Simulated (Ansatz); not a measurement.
WC (Qusongite):

```
W C
1.0
     2.90650    0.00000    0.00000
    -1.45325    2.51710    0.00000
     0.00000    0.00000    2.83660
W C
1 1
Direct
  0.00000 0.00000 0.00000
  0.66667 0.33333 0.50000
```

Base run:

* Program: Ansatz 0.2.0
* Functional: PBEsol
* Potentials or basis: all-electron LAPW, relativistic spinors
* Cutoff: 335 eV
* Density cutoff: 1341 eV
* Basis error allowed: 0.001 eV/atom
* k mesh: 7 × 7 × 7
* Occupations: fermi-dirac, width 0.05 eV
* Spin: spin-orbit coupling, no magnetisation

Its results: pressure -3.4 GPa.

Q: The run is repeated on the same cell with these changes: k mesh from 7 × 7 × 7 to 8 × 8 × 7. What comes out?

A: Pressure -3.8 GPa.

Caveats: the k mesh is thin for a metal, which can move the energy by tens of meV per atom.

Not every run made on this cell is shown here.
